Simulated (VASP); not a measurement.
Write an ASE script for VASP 6.6.1 that does the following.

- Task: single point
- Functional: PBEsol
- Potentials or basis: VASP PAW PBE potentials, release 54 (Mg, O)
- Cutoff: 520 eV
- k mesh: 11 × 11 × 11
- Occupations: gaussian, width 0.1 eV
- Spin: no spin polarisation
- Further INCAR settings: ALGO = Normal; EDIFF = 1.00e-06

Crystal: MgO.

```
Mg O
1.0
     0.00000    2.09700    2.09700
     2.09700    0.00000    2.09700
     2.09700    2.09700    0.00000
Mg O
1 1
Direct
  0.00000 0.00000 0.00000
  0.50000 0.50000 0.50000
```

The cell is a database's computed one.

The input as run:

run.py

```python
from ase.calculators.vasp import Vasp
from ase.dft.bandgap import bandgap
from ase.spacegroup import crystal

atoms = crystal(
    ['Mg', 'O'],
    basis=[[0.0, 0.0, 0.0], [0.5, 0.0, 0.0]],
    spacegroup=225,
    setting=1,
    cellpar=[4.19400279, 4.19400279, 4.19400279, 90.0, 90.0, 90.0],
    primitive_cell=True,
)
calc = Vasp(
    directory='calc',
    xc='pbesol',
    pp='PBE',
    setups='recommended',
    pp_version='54',
    prec='Accurate',
    encut=520,
    ediff=1e-06,
    ismear=0,
    sigma=0.1,
    lreal=False,
    lasph=True,
    nelm=100,
    algo='Normal',
    isif=2,
    lwave=False,
    lcharg=False,
    kpts=[11, 11, 11],
    gamma=True,
)
atoms.calc = calc

print('energy (eV):', atoms.get_potential_energy())
print('free energy (eV):', atoms.get_potential_energy(force_consistent=True))
print('forces (eV/A):')
print(atoms.get_forces())
print('stress (eV/A^3, Voigt):', atoms.get_stress())
print('Fermi level (eV):', calc.get_fermi_level())
gap, top, bottom = bandgap(calc)
print('band gap (eV):', gap, 'from (spin, k, band)', top, 'to', bottom)
```

Potentials or basis: VASP PAW PBE potentials, release 54 (Mg, O).

Run with:

```sh
$ python run.py
```

It gave:

The pressure is 1.8 GPa. The band gap on the k mesh is 4.76 eV, direct.

Caveat: the PAW data sets were made with another functional, which shifts forces and pressure a little.

Wall time 8.6 s on 1 thread of AMD EPYC 9R45 (Zen 5), on a shared host, peak memory 0.11 GiB.
